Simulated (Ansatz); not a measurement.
## 14N nuclear quadrupole resonance in H₅NO

Cell: a Materials Project structure (computed, not necessarily an observed phase), taken as it stands.

```cif
data_H5NO
_symmetry_space_group_name_H-M 'P2_12_12_1'
_symmetry_Int_Tables_number 19
_cell_length_a 5.0854
_cell_length_b 6.1960
_cell_length_c 7.8345
_cell_angle_alpha 90.000
_cell_angle_beta 90.000
_cell_angle_gamma 90.000
loop_
_atom_site_label
_atom_site_type_symbol
_atom_site_symmetry_multiplicity
_atom_site_Wyckoff_symbol
_atom_site_fract_x
_atom_site_fract_y
_atom_site_fract_z
H1 H 4 a 0.7508 0.7157 0.3617
H2 H 4 a 0.7425 0.6991 0.5636
H3 H 4 a 0.4206 0.4230 0.3743
H4 H 4 a 0.7600 0.3038 0.5940
H5 H 4 a 0.0962 0.4219 0.3761
N N 4 a 0.7417 0.8364 0.1638
O O 4 a 0.7621 0.6101 0.4616
```

One atom of each set is listed.

Level of theory: DFT, PBE, plane waves and PAW, scalar-relativistic, 420 eV cutoff, Γ-centred 4×4×3 k-points, Fermi–Dirac smearing 0.02 eV (Ansatz 0.2.0).

14N: I = 1, Q = 20.44 mb (year-2017 value). Static lattice, zero field.

Question: The simulated lines lie at 0.0324, 2.46, 2.50 MHz. What are |C_Q|, η and |V_zz| at N?

Answer: For I = 1 the lines are ν± = (3/4)|C_Q|(1 ± η/3) and ν₀ = |C_Q|η/2. Here |C_Q| = 3.31 MHz, η = 0.02 and |V_zz| = 6.69 × 10²¹ V/m². The calculation gives V_zz negative; the lines don't show the sign. The site has 3 H at 1.03 Å; also 1 H at 1.72 Å.

At N V_zz stands upright on the plane through its three neighbours (within 1°).

The largest force is 0.3 eV/Å, so the atoms aren't at the calculated equilibrium and relaxing them would move these values.
